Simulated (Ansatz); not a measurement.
Basis-set series for C4H6O (`C=CC(C)=O`). Charge 0, multiplicity 1. The structure was optimised at the PBE0-D4/def2-TZVP level. It is one conformer, not always the lowest.

```xyz
11

C    -0.181    1.638    0.219
C     0.836    0.799    0.060
C     0.707   -0.665   -0.121
C    -0.666   -1.283   -0.131
O     1.703   -1.339   -0.257
H    -0.020    2.702    0.348
H    -1.211    1.297    0.227
H     1.863    1.154    0.055
H    -1.277   -0.856   -0.931
H    -0.570   -2.356   -0.280
H    -1.183   -1.091    0.812
```

```json
{"functional": "PBE0-D4", "basis": "def2-TZVPP", "functions": "239", "energy (Eh)": "-231.05702", "HOMO (eV)": "-7.35", "LUMO (eV)": "-1.68"}
{"functional": "PBE0-D4", "basis": "def2-QZVPP", "functions": "465", "energy (Eh)": "-231.06975", "HOMO (eV)": "-7.38", "LUMO (eV)": "-1.73"}
{"functional": "ωB97M-V", "basis": "def2-TZVPP", "functions": "239", "energy (Eh)": "-231.22744", "HOMO (eV)": "-9.79", "LUMO (eV)": "0.50"}
{"functional": "ωB97M-V", "basis": "def2-QZVPP", "functions": "465", "energy (Eh)": "-231.23971", "HOMO (eV)": "-9.82", "LUMO (eV)": "0.43"}
```

Question: Give the rows for def2-SVP. (Estimate.)

Answer: Ansatz gave: 
```json
{"functional": "PBE0-D4", "basis": "def2-SVP", "functions": "100", "energy (Eh)": "-230.79729", "HOMO (eV)": "-7.20", "LUMO (eV)": "-1.53"}
{"functional": "ωB97M-V", "basis": "def2-SVP", "functions": "100", "energy (Eh)": "-230.95551", "HOMO (eV)": "-9.63", "LUMO (eV)": "0.72"}
```

Positive LUMOs are unbound and depend on the basis.
